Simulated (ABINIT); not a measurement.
Input of an ABINIT 10.8.3 (patched build) run:

Contents of run.abi:

```
# Pseudopotentials
pp_dirpath "./"
pseudos "Hf.upf, C.upf"

# Structure
acell 3*1.0
rprim
     0.0000000000     4.3936132398     4.3936132398
     4.3936132398     0.0000000000     4.3936132398
     4.3936132398     4.3936132398     0.0000000000
ntypat 2
znucl 72 6
natom 2
typat 1 2
chkprim 0
chksymtnons 0
tolsym 1.0e-6
xred
            1/2            1/2            1/2
            0.0            0.0            0.0

# Plane-wave basis
ecut 1115.666836 eV
ecutsm 0.5

# k points
kptopt 1
ngkpt 8 8 8
nshiftk 1
shiftk 0.0 0.0 0.0

# Exchange and correlation
ixc 7

# Bands and occupations
nband 12
occopt 3
tsmear 0.05 eV

# SCF cycle
nstep 80
tolvrs 1.0e-12

# Output
iomode 3
prteig 0
prtebands 0
prtwf 0
prtden 0

# Relaxation
ionmov 2
optcell 2
ntime 50
tolmxf 2.0e-5
dilatmx 1.08
```

Potentials or basis: PseudoDojo NC SR LDA v0.4.1 standard.

Command:

```sh
$ abinit run.abi > log 2>&1
```

Problem. Predict the band gap on the k mesh.

Solution. None (metal or under the smearing width).

Problem. What does it give for the relaxed volume?

Solution. 11.87 Å³/atom.

Problem. Estimate the space group after relaxing (to 0.05 Å).

Solution. Fm-3m (No. 225).

The path:
```tsv
step	energy change (eV)	largest force (eV/Å)	pressure (GPa)	volume (Å³)
1	0.0000	0.0000	-13.62	25.14
2	-0.0577	0.0000	-3.93	24.10
3	-0.0621	0.0000	0.28	23.72
4	-0.0622	0.0000	-0.01	23.74
```

Spin-orbit coupling is left out, which matters for the levels of Hf. LDA usually gives volumes a few per cent too small.
